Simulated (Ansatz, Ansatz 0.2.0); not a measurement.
# Cutoff, k mesh and choice of functional for the lattice constant of cubic Ba₂CaTeO₆

## The question

The reference is a single-crystal X-ray diffraction study at room temperature, "Crystal structures of the triple perovskites Ba2K2Te2O9 and Ba2KNaTe2O9, and redetermination of the double perovskite Ba2CaTeO6" (2018, PubMed Central 6038633). It gives a cubic lattice constant $a = 8.3536 \pm 0.0014$ Å. The crystal was a by-product, grown from a melt in a porcelain crucible. We take the value as our reference with some reserve: as we recall, powder work on this compound gives a somewhat larger cell, a by-product crystal may have taken up ions from the flux or the crucible, and the uncertainty quoted for a single-crystal cell often covers the fit alone. The cell volume is not an independent quantity here, since in a cubic crystal it follows from $a$.

| compared with | measured | source's wording or label | T (K) | method |
| --- | --- | --- | --- | --- |
| a (Å) | 8.3536 ± 0.0014 | 8.3536 ± 0.0014 A | room temperature | single-crystal X-ray diffraction |

Conditions are those given with the value in the passage it was taken from; "not stated" means there, and the paper may say more elsewhere. The values are a selection: others may have been left out beforehand as unlike or outlying.

## How to go about it

We want the lightest numerical settings that give a dependable lattice constant for Ba$_2$CaTeO$_6$, and the price of going beyond them. The model is the rock-salt ordered, untilted cubic structure with 10 atoms in the primitive cell. The relaxations keep this symmetry, so they cannot test whether the octahedra would prefer to tilt.

PBEsol is our working level. It was designed for the equilibrium volumes of solids, costs no more than any other semilocal functional, and suits a closed-shell wide-gap oxide. Success means $a$ within 0.5 % of the measured value, about 0.04 Å. That is roughly the error to be expected of a good functional for an oxide. It also leaves room for thermal expansion and zero-point motion, which are absent from a static calculation and should make the measured cell larger by very roughly 0.3 %. For the numerical settings we ask more: a saving is accepted if it shifts $a$ by less than 0.1 %, about 0.008 Å, so that the numerical error stays well below that of the theory.

The k mesh is varied first, then the cutoff, each with everything else fixed. A change of pseudopotentials and one or two other functionals then give the scale of the remaining errors. The starting structure comes from an earlier calculation and has $a = 8.509$ Å, 1.9 % above the measured value, which is a large gap even for a functional that overestimates cells.

Plain PBE isn't shown in this study.

System: Ba2CaTeO6, cubic double perovskite (elpasolite type); Fm-3m (No. 225), 10 atoms in the primitive cell; the database structure is a structure relaxed by earlier theory (a GGA or r2SCAN, not named), not a measurement: a = 8.509 Å; structure from the Materials Project.

On the selection of runs and values: Further runs on this system are not shown.

## 1. Three k meshes at the default cutoff

We relax the cell with PBEsol on 2×2×2, 4×4×4 and 6×6×6 meshes. In an insulator with filled bands the total energy converges quickly with the mesh, so we expect the two denser meshes to agree closely. The open question is whether the coarsest one already meets the 0.1 % tolerance.

**Run 1.** Ansatz 0.2.0: PBEsol, cell and atoms relaxed from the database structure, PAW set soft_2, cutoff 420 eV (default), 2x2x2 k mesh, Gaussian smearing 0.02 eV.

Key lines of the input:
```
crystal:
  # lattice and atoms
kpoints:
  mp_grid: { grid: [2, 2, 2] }
hamiltonian:
  xc: pbesol
scf:
  occupations: { method: gaussian, width: 0.02 }
output:
  forces: true
  stress: true
relax:
  adjacent_minimum: "off"
  f_tol: 0.005
  max_steps: 60
  cell: { stress_tol: 0.03 }
```

Command:
```
ansatz run input.yaml --threads 4 --pin off --max-ram 16384MiB --backend cpu --events-out ev --progress --plain --runs-dir out
```

Selected lines of the output:
```
  cell:  # Å, volume = 147.1825 Å³
```

Converged; 6.9 s on 4 cores of Arm Neoverse V1, shared host.

**Run 2.** Ansatz 0.2.0: PBEsol, cell and atoms relaxed from the database structure, PAW set soft_2, cutoff 420 eV (default), 4x4x4 k mesh, Gaussian smearing 0.02 eV.

Key lines of the input, as changed from run 1:
```diff
  kpoints:
-   mp_grid: { grid: [2, 2, 2] }
+   mp_grid: { grid: [4, 4, 4] }
```

Selected lines of the output:
```
Basis set: ecut = 420 eV, 2837 PW (Γ) [...]
k-points: 8 of 64
relax step   8: F+E_penalty+E_count = -23794.94250777 eV  [...]  max|allowed force component| = 3.937e-5 eV/Å  [...]  P = -0.011 GPa  Ω = 146.552 Å³  [...]
  cell:  # Å, volume = 146.5524 Å³
```

Converged; 13 s on the same hardware.

**Run 3.** Ansatz 0.2.0: PBEsol, cell and atoms relaxed from the database structure, PAW set soft_2, cutoff 420 eV (default), 6x6x6 k mesh, Gaussian smearing 0.02 eV.

Key lines of the input, as changed from run 1:
```diff
  kpoints:
-   mp_grid: { grid: [2, 2, 2] }
+   mp_grid: { grid: [6, 6, 6] }
```

Command:
```
ansatz run input.yaml --threads 8 --pin off --max-ram 16384MiB --backend cpu --events-out ev --progress --plain --runs-dir out
```

Selected lines of the output:
```
Basis set: ecut = 420 eV, 2837 PW (Γ) [...]
k-points: 16 of 216
  cell:  # Å, volume = 146.5495 Å³
```

Converged; 8.8 s on 8 cores of Arm Neoverse V2, shared host.

| quantity | run 1 | run 2 | run 3 | measured |
| --- | --- | --- | --- | --- |
| a (Å) | 8.3812 | 8.3692 | 8.3692 | 8.3536 ± 0.0014 |
| conventional cell volume (Å³) | 588.73 | 586.21 | 586.20 |  |

The 4×4×4 and 6×6×6 meshes give the same lattice constant, 8.3692 Å, so the 4×4×4 mesh is converged for this purpose. The 2×2×2 mesh gives a cell larger by 0.0120 Å, or 0.14 %, and fails our numerical tolerance of 0.1 %. It would still have met the 0.5 % target against experiment, which shows why the two criteria have to be kept apart.

With the denser meshes PBEsol lies 0.0156 Å, or 0.19 %, above the measured value. The relaxation has removed most of the excess of the starting cell.

## 2. Cutoff below and above the default

We keep the 4×4×4 mesh and relax at 290 and 590 eV, on either side of the default 420 eV. The higher cutoff tests the default, and the lower one shows whether anything can be saved. Oxygen 2p states are demanding in a plane-wave basis, and an incomplete basis usually pulls a relaxed cell inwards through the Pulay stress. We therefore expect 290 eV to fail, probably with too small a cell, and 590 eV to change little.

**Run 4.** Ansatz 0.2.0: PBEsol, cell and atoms relaxed from the database structure, PAW set soft_2, cutoff 290 eV, 4x4x4 k mesh, Gaussian smearing 0.02 eV.

Key lines of the input, as changed from run 2:
```diff
+ basis:
+   ecutwfc: 290.0
```

Selected lines of the output:
```
relax step  17: F+E_penalty+E_count = -23791.16830995 eV  [...]  max|allowed force component| = 2.094e-3 eV/Å  [...]  P = -0.028 GPa  Ω = 146.204 Å³  [...]
  cell:  # Å, volume = 146.2044 Å³
```

Converged; 18 s on 4 cores of Arm Neoverse V1, shared host. Warnings: cutoff_below_recommended (in short: A typed cutoff is below a recommended value, from the records, the datasets' recipe or DFPT's needs, possibly lowering the density cutoff; compare with a higher-cutoff run).

**Run 5.** Ansatz 0.2.0: PBEsol, cell and atoms relaxed from the database structure, PAW set soft_2, cutoff 590 eV, 4x4x4 k mesh, Gaussian smearing 0.02 eV.

Key lines of the input, as changed from run 2:
```diff
+ basis:
+   ecutwfc: 590.0
```

Selected lines of the output:
```
  cell:  # Å, volume = 146.5224 Å³
```

Converged; 5.8 s on 8 cores of Arm Neoverse V2, shared host.

| quantity | run 4 | run 5 | measured |
| --- | --- | --- | --- |
| a (Å) | 8.3626 | 8.3686 | 8.3536 ± 0.0014 |
| conventional cell volume (Å³) | 584.82 | 586.09 |  |

Raising the cutoff from 420 to 590 eV changes $a$ by 0.0006 Å, which is no more than the stress threshold of the relaxations allows. The default cutoff is therefore sufficient for the lattice constant with these potentials.

At 290 eV the cell is smaller, as we expected, but only by 0.0060 Å, or 0.07 %, relative to 590 eV. That is within our 0.1 % tolerance, where we had expected a failure. We still do not adopt this setting. The program warns that the cutoff lies below a recommended value and advises a comparison with a higher one. That comparison shows a total energy almost 4 eV higher than at the default, so the small error in $a$ depends on a large basis error that varies little with volume. Nor did the smaller basis save time: the relaxation needed 17 steps instead of 8 and took no less time than the default on the same type of processor.

## 3. The same functional with other pseudopotentials

Mesh and cutoff are settled for this PAW set, but neither test can reveal an error of the potentials themselves. We repeat the PBEsol relaxation with norm-conserving PseudoDojo potentials at their much higher default cutoff, on the same 4×4×4 mesh. We expect a difference of one or two tenths of a per cent at most, at a clearly higher cost.

**Run 6.** Ansatz 0.2.0: PBEsol, PseudoDojo norm-conserving pseudopotentials, cell and atoms relaxed from the database structure, cutoff 1143 eV (default), 4x4x4 k mesh, Gaussian smearing 0.02 eV.

Key lines of the input, as changed from run 2:
```diff
  hamiltonian:
+   pseudopotentials: { kind: nc, accuracy: standard }
```

Selected lines of the output:
```
Basis set: ecut = 1142.878222 eV, 12891 PW (Γ) [...]
  cell:  # Å, volume = 146.1512 Å³
```

Converged; 14 s on the same hardware.

| quantity | run 6 | measured | deviation |
| --- | --- | --- | --- |
| a (Å) | 8.3616 | 8.3536 ± 0.0014 | +0.0080 (+0.1 %) |
| conventional cell volume (Å³) | 584.60 |  |  |

The norm-conserving potentials give $a = 8.3616$ Å, 0.0076 Å or 0.09 % below the PAW value at the default cutoff. This is more than ten times the shift between 420 and 590 eV, so at the default settings the choice of potentials appears to matter more than the remaining basis error of the PAW run. The cutoff convergence of the norm-conserving set is not shown in this report, and we take its high default as sufficient. Both sets place PBEsol slightly above the measured cell and well inside the 0.5 % target.

On the same type and number of cores, this relaxation took 14 s, against 5.8 s for the PAW run at 590 eV.

## 4. Two other functionals for scale

To set these numerical shifts against the error of the theory, we relax the cell with LDA and with r2SCAN, using the same PAW set and the 4×4×4 mesh, each at its default cutoff. LDA usually contracts oxides by about one per cent, so we expect it to fall below the measured value and probably to miss the target. For r2SCAN we expect a cell somewhat larger than with PBEsol. The run will also show whether r2SCAN could account for the large starting cell.

**Run 7.** Ansatz 0.2.0: LDA, cell and atoms relaxed from the database structure, PAW set soft_2, cutoff 420 eV (default), 4x4x4 k mesh, Gaussian smearing 0.02 eV.

Key lines of the input, as changed from run 2:
```diff
  hamiltonian:
-   xc: pbesol
+   xc: lda
```

Selected lines of the output:
```
  cell:  # Å, volume = 141.9024 Å³
```

Converged; 13 s on 4 cores of Arm Neoverse V1, shared host.

**Run 8.** Ansatz 0.2.0: r2SCAN, cell and atoms relaxed from the database structure, PAW set soft_2, cutoff 500 eV (default), 4x4x4 k mesh, Gaussian smearing 0.02 eV.

Key lines of the input, as changed from run 2:
```diff
  hamiltonian:
-   xc: pbesol
+   xc: r2scan
```

Selected lines of the output:
```
  cell:  # Å, volume = 148.6795 Å³
```

Converged; 16 s on 4 cores of Intel Xeon Platinum 8259CL at 2.50GHz (Skylake/Cascade Lake), shared host.

| quantity | run 7 | run 8 | measured |
| --- | --- | --- | --- |
| a (Å) | 8.2797 | 8.4095 | 8.3536 ± 0.0014 |
| conventional cell volume (Å³) | 567.61 | 594.72 |  |

LDA gives a cell 0.0739 Å or 0.88 % too small, and r2SCAN one 0.0559 Å or about 0.7 % too large. Both miss the 0.5 % target, on opposite sides, and PBEsol lies between them. The two functionals differ by 0.1298 Å, about ten times the error of the 2×2×2 mesh, the largest numerical shift we found with PBEsol.

The r2SCAN cell is still about 0.10 Å smaller than the starting cell, so r2SCAN with our settings does not account for the latter. A GGA that overestimates lattice constants, such as PBE, is the more likely origin, but this remains a conjecture.

## 5. Dispersion added to PBEsol and r2SCAN

The r2SCAN miss is on the large side, and missing dispersion attraction between the large, polarisable barium ions and the oxygen ions would act in that direction. We therefore add rVV10 to r2SCAN, and D3(BJ) to PBEsol to see how far our working level depends on the same choice. Both cells should contract, by a few tenths of a per cent. That could bring r2SCAN inside the target, and would move PBEsol towards or below the measured value.

**Run 9.** Ansatz 0.2.0: r2SCAN+rVV10, cell and atoms relaxed from the database structure, PAW set soft_2, cutoff 500 eV (default), 4x4x4 k mesh, Gaussian smearing 0.02 eV.

Key lines of the input, as changed from run 8:
```diff
  hamiltonian:
+   dispersion: rvv10
```

Selected lines of the output:
```
  cell:  # Å, volume = 146.9468 Å³
```

Converged; 36 s on the same hardware.

**Run 10.** Ansatz 0.2.0: PBEsol+D3(BJ), cell and atoms relaxed from the database structure, PAW set soft_2, cutoff 420 eV (default), 4x4x4 k mesh, Gaussian smearing 0.02 eV.

Key lines of the input, as changed from run 2:
```diff
  hamiltonian:
+   dispersion: d3bj
```

Selected lines of the output:
```
relax step   8: F+E_penalty+E_count = -23797.39610098 eV  [...]  max|allowed force component| = 2.596e-4 eV/Å  [...]  P = -0.012 GPa  Ω = 143.087 Å³  [...]
  cell:  # Å, volume = 143.0871 Å³
```

Converged; 5.7 s on 8 cores of Arm Neoverse V2, shared host.

| quantity | run 9 | run 10 | measured |
| --- | --- | --- | --- |
| a (Å) | 8.3767 | 8.3027 | 8.3536 ± 0.0014 |
| conventional cell volume (Å³) | 587.79 | 572.35 |  |

Both corrections contract the cell, but by different amounts. With rVV10 the r2SCAN cell shrinks by 0.0328 Å or 0.39 %, about what we expected, and ends 0.28 % above the measured value, inside the target. The relaxation took 36 s instead of 16 s on the same hardware.

D3(BJ) shrinks the PBEsol cell by 0.0665 Å or about 0.8 %, more than we expected, and takes it from 0.19 % above the measured value to 0.61 % below, outside the target. A likely reason is that the D3 coefficients depend on the coordination of an atom but not on its charge, whereas Ba$^{2+}$ is much less polarisable than a neutral barium atom. The attraction would then be too strong in an ionic crystal such as this one. We argue this from the construction of the method; the two runs show only the size of the contraction.

## The runs side by side

| run | settings | a (Å) | deviation | cost |
| --- | --- | --- | --- | --- |
| 1 | PBEsol, PAW set soft_2, cutoff 420 eV (default), 2x2x2 k mesh | 8.3812 | +0.0276 (+0.3 %) | under 1 core-min |
| 2 | PBEsol, PAW set soft_2, cutoff 420 eV (default), 4x4x4 k mesh | 8.3692 | +0.0156 (+0.2 %) | under 1 core-min |
| 3 | PBEsol, PAW set soft_2, cutoff 420 eV (default), 6x6x6 k mesh | 8.3692 | +0.0156 (+0.2 %) | 70 core-s |
| 4 | PBEsol, PAW set soft_2, cutoff 290 eV, 4x4x4 k mesh | 8.3626 | +0.0090 (+0.1 %) | 74 core-s |
| 5 | PBEsol, PAW set soft_2, cutoff 590 eV, 4x4x4 k mesh | 8.3686 | +0.0150 (+0.2 %) | under 1 core-min |
| 6 | PBEsol, PseudoDojo norm-conserving pseudopotentials, cutoff 1143 eV (default), 4x4x4 k mesh | 8.3616 | +0.0080 (+0.1 %) | 1.9 core-min |
| 7 | LDA, PAW set soft_2, cutoff 420 eV (default), 4x4x4 k mesh | 8.2797 | −0.0739 (−0.9 %) | under 1 core-min |
| 8 | r2SCAN, PAW set soft_2, cutoff 500 eV (default), 4x4x4 k mesh | 8.4095 | +0.0559 (+0.7 %) | 63 core-s |
| 9 | r2SCAN+rVV10, PAW set soft_2, cutoff 500 eV (default), 4x4x4 k mesh | 8.3767 | +0.0231 (+0.3 %) | 2.4 core-min |
| 10 | PBEsol+D3(BJ), PAW set soft_2, cutoff 420 eV (default), 4x4x4 k mesh | 8.3027 | −0.0509 (−0.6 %) | under 1 core-min |
|  | measured | 8.3536 ± 0.0014 |  |  |

Further runs on the same system, made beside this series (convergence steps with loose settings among them):

| further | settings | a (Å) | deviation | cost |
| --- | --- | --- | --- | --- |
| F1 | r2SCAN, PAW set soft_2, cutoff 500 eV (default), 2x2x2 k mesh | 8.4191 | +0.0655 (+0.8 %) | under 1 core-min |
|  | measured | 8.3536 ± 0.0014 |  |  |

## What the runs support

PBEsol meets the target. With the PAW set at 420 eV and a 4×4×4 mesh it gives $a = 8.3692$ Å, 0.19 % above the measured value, in 13 s on four cores. These are also the lightest settings we recommend.

A 6×6×6 mesh or a cutoff of 590 eV changes $a$ by less than 0.01 %. The 2×2×2 mesh enlarges the cell by 0.14 % with PBEsol and 0.11 % with r2SCAN, both just beyond our numerical tolerance. The 290 eV run lies closer to experiment only by chance, since its basis error shrinks a cell that is slightly too large, and it saved no time. Norm-conserving potentials lower $a$ by 0.09 %, so the choice of potentials matters more than a further increase in cutoff or mesh. The functional matters most: LDA and r2SCAN differ by 0.1298 Å. The cutoff check covers PBEsol with the PAW set; a cutoff check for the other functionals is not shown in this report.

The direct agreement may flatter PBEsol. Removing thermal expansion and zero-point motion from the measured cell, very roughly 0.3 %, would raise the PBEsol excess to about 0.5 %, the edge of the target. The same allowance would bring PBEsol+D3(BJ) inside and push r2SCAN+rVV10 outside, so we do not rank the dispersion-corrected levels against plain PBEsol. A larger true cell, as we recall from powder work, would act the other way; it would also shrink the r2SCAN miss and widen that of LDA, so the verdict on r2SCAN is only as firm as the reference. A powder measurement on a phase-pure sample would help to decide this.

Whether the octahedra would tilt at low temperature is not shown in this report, because every relaxation kept the cubic symmetry.

[Logs are printed without paths, hosts, clocks, repeated set-up lines and the standing remarks that a program may print on its own settings, such as how far it seeks lower states.]

[The runs shown are a pick from a larger set of finished runs; failed, doubtful and other runs were left out of it ahead of writing. So were measured values far from every level or from commonly accepted values, and agreement can look better than it is. Lines of input and output are excerpts and may be shortened.]
